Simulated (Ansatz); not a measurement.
# Pd(111) with 4 layers of random Pd-Mo, 2x2: scattering by chemical disorder, part 2 of 2

How strongly does chemical disorder scatter in Pd(111) with 4 layers of random Pd-Mo, 2x2?

Ansatz 0.2.0; Ansatz plane-wave DFT, PBE, PAW files; ballistic transport by layer matching (Landauer), zero bias; PAW set soft_1.

So far. Step 3 (With 8 alloy layers): Over the solved energies the transmission per spin lies between 1.23 and 1.51, out of 5.59 channels of the lead on average (up to 6.53). The log calls the step of a lead's potential too much.

## Step 4: With 12 alloy layers

In 12 layers a share of 0.125 of the sites is given to Mo at random. A fresh draw is used; the growth of the resistance with length is what counts.

System of this step: Pd(111) with 12 layers of random Pd-Mo, 2x2. The cell holds 72 atoms: 66 Pd and 6 Mo. Its edges and angles: a = 5.501 Å, b = 5.501 Å, c = 40.424 Å, α = 90.0°, β = 90.0°, γ = 120.0°. It derives from Pd. Regions: lead, 24 atoms (24 Pd); scattering region, 48 atoms (42 Pd and 6 Mo). The structure is stacked along c, and the current runs across the ab planes.

input.yaml reads:

```yaml
crystal:
  lattice:
    - [5.5010079149, 0.0, 0.0]
    - [-2.7505039575, 4.7640126007, 0.0]
    - [0.0, 0.0, 40.4239873877]
  atoms:
    - { symbol: Pd, position: [0.0, 0.0, 0.0277777778] }
    - { symbol: Pd, position: [0.0, 0.5, 0.0277777778] }
    - { symbol: Pd, position: [0.5, 0.0, 0.0277777778] }
    - { symbol: Pd, position: [0.5, 0.5, 0.0277777778] }
    - { symbol: Pd, position: [0.1666666667, 0.3333333333, 0.0833333333] }
    - { symbol: Pd, position: [0.1666666667, 0.8333333333, 0.0833333333] }
    - { symbol: Pd, position: [0.6666666667, 0.3333333333, 0.0833333333] }
    - { symbol: Pd, position: [0.6666666667, 0.8333333333, 0.0833333333] }
    - { symbol: Pd, position: [0.3333333333, 0.1666666667, 0.1388888889] }
    - { symbol: Pd, position: [0.3333333333, 0.6666666667, 0.1388888889] }
    - { symbol: Pd, position: [0.8333333333, 0.1666666667, 0.1388888889] }
    - { symbol: Pd, position: [0.8333333333, 0.6666666667, 0.1388888889] }
    - { symbol: Pd, position: [0.0, 0.0, 0.1944444444] }
    - { symbol: Pd, position: [0.0, 0.5, 0.1944444444] }
    - { symbol: Pd, position: [0.5, 0.0, 0.1944444444] }
    - { symbol: Pd, position: [0.5, 0.5, 0.1944444444] }
    - { symbol: Pd, position: [0.1666666667, 0.3333333333, 0.25] }
    - { symbol: Pd, position: [0.1666666667, 0.8333333333, 0.25] }
    - { symbol: Pd, position: [0.6666666667, 0.3333333333, 0.25] }
    - { symbol: Pd, position: [0.6666666667, 0.8333333333, 0.25] }
    - { symbol: Pd, position: [0.3333333333, 0.1666666667, 0.3055555556] }
    - { symbol: Pd, position: [0.3333333333, 0.6666666667, 0.3055555556] }
    - { symbol: Pd, position: [0.8333333333, 0.1666666667, 0.3055555556] }
    - { symbol: Pd, position: [0.8333333333, 0.6666666667, 0.3055555556] }
    - { symbol: Pd, position: [0.0, 0.0, 0.3611111111] }
    - { symbol: Mo, position: [0.0, 0.5, 0.3611111111] }
    - { symbol: Pd, position: [0.5, 0.0, 0.3611111111] }
    - { symbol: Pd, position: [0.5, 0.5, 0.3611111111] }
    - { symbol: Pd, position: [0.1666666667, 0.3333333333, 0.4166666667] }
    - { symbol: Pd, position: [0.1666666667, 0.8333333333, 0.4166666667] }
    - { symbol: Pd, position: [0.6666666667, 0.3333333333, 0.4166666667] }
    - { symbol: Mo, position: [0.6666666667, 0.8333333333, 0.4166666667] }
    - { symbol: Pd, position: [0.3333333333, 0.1666666667, 0.4722222222] }
    - { symbol: Pd, position: [0.3333333333, 0.6666666667, 0.4722222222] }
    - { symbol: Mo, position: [0.8333333333, 0.1666666667, 0.4722222222] }
    - { symbol: Pd, position: [0.8333333333, 0.6666666667, 0.4722222222] }
    - { symbol: Pd, position: [0.0, 0.0, 0.5277777778] }
    - { symbol: Mo, position: [0.0, 0.5, 0.5277777778] }
    - { symbol: Pd, position: [0.5, 0.0, 0.5277777778] }
    - { symbol: Pd, position: [0.5, 0.5, 0.5277777778] }
    - { symbol: Pd, position: [0.1666666667, 0.3333333333, 0.5833333333] }
    - { symbol: Pd, position: [0.1666666667, 0.8333333333, 0.5833333333] }
    - { symbol: Mo, position: [0.6666666667, 0.3333333333, 0.5833333333] }
    - { symbol: Pd, position: [0.6666666667, 0.8333333333, 0.5833333333] }
    - { symbol: Pd, position: [0.3333333333, 0.1666666667, 0.6388888889] }
    - { symbol: Pd, position: [0.3333333333, 0.6666666667, 0.6388888889] }
    - { symbol: Pd, position: [0.8333333333, 0.1666666667, 0.6388888889] }
    - { symbol: Pd, position: [0.8333333333, 0.6666666667, 0.6388888889] }
    - { symbol: Pd, position: [0.0, 0.0, 0.6944444444] }
    - { symbol: Mo, position: [0.0, 0.5, 0.6944444444] }
    - { symbol: Pd, position: [0.5, 0.0, 0.6944444444] }
    - { symbol: Pd, position: [0.5, 0.5, 0.6944444444] }
    - { symbol: Pd, position: [0.1666666667, 0.3333333333, 0.75] }
    - { symbol: Pd, position: [0.1666666667, 0.8333333333, 0.75] }
    - { symbol: Pd, position: [0.6666666667, 0.3333333333, 0.75] }
    - { symbol: Pd, position: [0.6666666667, 0.8333333333, 0.75] }
    - { symbol: Pd, position: [0.3333333333, 0.1666666667, 0.8055555556] }
    - { symbol: Pd, position: [0.3333333333, 0.6666666667, 0.8055555556] }
    - { symbol: Pd, position: [0.8333333333, 0.1666666667, 0.8055555556] }
    - { symbol: Pd, position: [0.8333333333, 0.6666666667, 0.8055555556] }
    - { symbol: Pd, position: [0.0, 0.0, 0.8611111111] }
    - { symbol: Pd, position: [0.0, 0.5, 0.8611111111] }
    - { symbol: Pd, position: [0.5, 0.0, 0.8611111111] }
    - { symbol: Pd, position: [0.5, 0.5, 0.8611111111] }
    - { symbol: Pd, position: [0.1666666667, 0.3333333333, 0.9166666667] }
    - { symbol: Pd, position: [0.1666666667, 0.8333333333, 0.9166666667] }
    - { symbol: Pd, position: [0.6666666667, 0.3333333333, 0.9166666667] }
    - { symbol: Pd, position: [0.6666666667, 0.8333333333, 0.9166666667] }
    - { symbol: Pd, position: [0.3333333333, 0.1666666667, 0.9722222222] }
    - { symbol: Pd, position: [0.3333333333, 0.6666666667, 0.9722222222] }
    - { symbol: Pd, position: [0.8333333333, 0.1666666667, 0.9722222222] }
    - { symbol: Pd, position: [0.8333333333, 0.6666666667, 0.9722222222] }
kpoints:
  mp_grid: { grid: [5, 5, 1] }
hamiltonian:
  xc: pbe
  pseudopotentials: { kind: paw, azcp: { folder: soft_1 } }
scf:
  occupations: { method: fermi_dirac, width: 0.1 }
output:
  transmission:
    leads: [[0, 4]]
    kmesh: [10, 10]
    e_range: [-0.05, 0.05]
    de: 0.05
  write_potential: true
  write_density: true
  volumetric_format: npy
```

The run is started by

```sh
> ansatz run input.yaml --threads 4 --pin off --max-ram 15360MiB --backend cpu --events-out ev --progress --plain --runs-dir out
```

Numbers of over 12 decimals in the logs are rounded to 6 here.

The log of the run:

```text
[...]
Crystal: 72 atoms, lattice volume = 1059.386 Å³
Basis set: ecut = 420 eV, 20709 PW (Γ)
Bands: 764, of which v1, the nominal top of the filled ones, is band 636 counted from 1 (635 counted from 0)
Symmetry: 1 space group operations
[...]
k-points: 13 of 25 (time reversal used)
[...]
SCF iter   1: F=—  HF=-490104.529909 eV  |F-HF|=—  |Δ(HF+E_count)|=         —  Δρ=2.61e-1  dr2=3.66e4  ethr=3.10e-3  ⟨swp⟩=5.0  Hψ=31385  notcnv=0  defer=250
[...]
SCF iter  14: F=-489950.324422 eV  HF=-489950.324422 eV  |F-HF|=2.19e-8  |Δ(HF+E_count)|=   1.98e-9  Δρ=3.12e-7  dr2=2.23e-8  ethr=7.86e-12  ⟨swp⟩=1.4  Hψ=10177  notcnv=0
SCF 1 converged in 14 iterations: F = -489950.324422 eV  dr2 = 2.23e-8
[...]
transmission: 346 of 3432 steps passed
transmission: 690 of 3432 steps passed
[...]
transmission: 3432 of 3432 steps passed
SCF converged after 14 iterations
Free energy (F): -489950.324422 eV
[...]
Internal energy: -489946.939713 eV  (E = F + TS)
E sigma→0 (E₀):  -489948.632067 eV
Entropy (-TS):   -3.384708 eV (-47.010 meV/atom)
Fermi energy:    20.130640 eV
[...]
--- Band table (eV; the first three rows and the last of 13) ---
  k-point 0: bands = [... 632 lower, 20.2969, 20.3072, 20.3581, 20.3586, 20.3643, 20.3832, 20.4245, 20.4626, ... 124 higher]
  k-point 1: bands = [... 632 lower, 20.1517, 20.1748, 20.2241, 20.2361, 20.2470, 20.2605, 20.2968, 20.3197, ... 124 higher]
  k-point 2: bands = [... 632 lower, 20.0346, 20.0552, 20.0681, 20.0767, 20.0873, 20.1053, 20.1307, 20.1437, ... 124 higher]
  k-point 12: bands = [... 632 lower, 20.0289, 20.0377, 20.0628, 20.0848, 20.1226, 20.1460, 20.1518, 20.1587, ... 124 higher]
--- Transmission ---
  basis      : 235 plane waves across, 66 finite elements along
  points     : 52, standing for a mesh of 10 x 10
[...]
channels       : 5.230000e0 a spin
[...]
junction   : crystal 0 to crystal 0, 1.55 to 39.73 Å
    transmission   : 1.067203e0 a spin
[...]
```

The job ended after 29 min (4 threads of Arm Neoverse V1, shared host; peak memory 8.2 GiB).

This step gave:

```yaml
free_energy: -489950.3244 eV
energy_at_zero_smearing: -489948.6321 eV
fermi_energy: 20.13 eV
transmission_per_spin_nearest_the_fermi_level: 1.067
open_channels_per_spin_nearest_the_fermi_level: 5.23
step_of_the_lead_s_potential: 3.4 meV
```

Per spin. The transmission, zone mean by energy, zero at the Fermi level:

| energy (eV) | transmission, zone mean |
| --- | --- |
| -0.0500 | 1.09 |
| 0.0000 | 1.07 |
| 0.0500 | 0.999 |

Over the solved energies the transmission per spin lies between 0.999 and 1.09, out of 5.27 channels of the lead on average (up to 6.13).

## Step 5: Resistance against length

This step: Ansatz plane-wave DFT, PBE, PAW files; ballistic transport by layer matching (Landauer), zero bias; residual resistivity from the slope of the area resistance, atoms on the host's lattice; PAW set soft_1 (Ansatz 0.2.0).

Numbers from this step:

```yaml
resistivity: 77.52 µΩ cm
intercept: 0.4936 fΩ m²
scatter_about_the_fit: 0.01224 fΩ m²
```

Resistance, by row:

| run | length (Å) | T | channels N | RA (fΩ m²) |
| --- | --- | --- | --- | --- |
| n4 | 8.983 | 1.849 | 5.223 | 1.181 |
| n8 | 17.97 | 1.348 | 5.587 | 1.904 |
| n12 | 26.95 | 1.052 | 5.27 | 2.574 |

Table of area resistance by length of the alloy:

| length of the alloy (Å) | area resistance (fΩ m²) |
| --- | --- |
| 8.98 | 1.18 |
| 17.97 | 1.90 |
| 26.95 | 2.57 |

The area resistance goes from 1.2 to 2.6 fΩ m² between 9.0 and 26.9 Å, a slope of 78 µΩ cm.

By hand from the end points: (2.574 − 1.181) fΩ m² / (26.95 − 8.98) Å = 78 µΩ cm, since 1 fΩ m² per Å is 1000 µΩ cm.

## Step 6: Summary of results

* resistivity from the slope: 77.5 µΩ cm
* area resistance over 8.98 Å: 1.18 fΩ m²
* area resistance over 18.0 Å: 1.90 fΩ m²
* area resistance over 26.9 Å: 2.57 fΩ m²

The slope gives 78 µΩ cm. The points scatter by 0.012 fΩ m² about the line, with one random draw a length in a 2x2 cell, so the slope is a rough value. The lead's own channel count moves between the runs (5.22, 5.59 and 5.27), which shifts RA and the slope too. Read with a model of isotropic scattering on a spherical Fermi surface and the lead's 1.5×10¹⁵ S/m², this slope means a mean free path near 6.3 Å; over these lengths the model's slope is within 3 % of its bulk resistivity. The draw over the shortest length came out nearly ordered, with 8 symmetry operations, so that point is a poor sample of a random alloy. The atoms sit on the host's lattice, so scattering by size misfit is left out. A lead's potential steps by up to 29 meV from period to period, which the log calls too much, so longer leads could move the result.

[Logs are printed without paths, hosts, clocks, repeated set-up lines and the standing remarks that a program may print on its own settings, such as how far it seeks lower states.]

[Hosts, paths, dates, database ids (printed as entryN), source tags and the programs' standing remarks are cut or masked in the printed files.]
